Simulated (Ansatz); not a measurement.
# SiC (P6_3mc): a single-point run

Wanted: a converged single-point run for SiC (P6_3mc), and a check of what comes out. The structure is shown as the input types it.

Method: DFT r2SCAN, scalar-relativistic, plane waves, PAW, in Ansatz 0.2.0.

## (1) The system as given

Symmetry: P6_3mc, No. 186, hexagonal system. The conventional cell has a = 3.076 Å, b = 3.076 Å, c = 5.047 Å, α = 90.00°, β = 90.00°, γ = 120.00°. Si (site symmetry 3m) has 4 C at 1.88 to 1.90 Å in its first shell of neighbours. C (site symmetry 3m) is surrounded by 4 Si at 1.88 to 1.90 Å.

Structure file:

```
Si C
1.0
     3.07553    0.00000    0.00000
    -1.53776    2.66349    0.00000
     0.00000    0.00000    5.04739
Si C
2 2
Direct
  0.33333 0.66667 0.00457
  0.66667 0.33333 0.50457
  0.33333 0.66667 0.38043
  0.66667 0.33333 0.88043
```

## (2) Input and run

Input file input.yaml:

```yaml
crystal:
  lattice:
    - [3.075527879769, 0.0, 0.0]
    - [-1.537763939884, 2.663485273927, 0.0]
    - [0.0, 0.0, 5.0473895487]
  atoms:
    - { symbol: Si, position: [0.3333333333333, 0.6666666666667, 0.0045711878] }
    - { symbol: Si, position: [0.6666666666667, 0.3333333333333, 0.5045711878] }
    - { symbol: C, position: [0.3333333333333, 0.6666666666667, 0.3804288122] }
    - { symbol: C, position: [0.6666666666667, 0.3333333333333, 0.8804288122] }
basis:
  ecutwfc: 500
  ecutrho_ratio: 4
kpoints:
  mp_grid: { grid: [8, 8, 6] }
hamiltonian:
  xc: r2scan
scf:
  occupations: { method: gaussian, width: 0.05 }
  max_iter: 75
output:
  forces: true
  stress: true
total_charge: 6
```

Started as:

```sh
$ ansatz run input.yaml --threads 4 --pin off --max-ram 7168MiB --backend cpu --events-out ev --progress --plain --runs-dir out
```

What happens when this is run?

The run converged and reported no error. It gives a pressure of 149 GPa, which is large; a structure far from rest gives such values too, whatever the setting.

Look at the input: total_charge is 6. With this charge the calculation describes a differently charged system.

Run again and compare: delete total_charge (the default then holds).
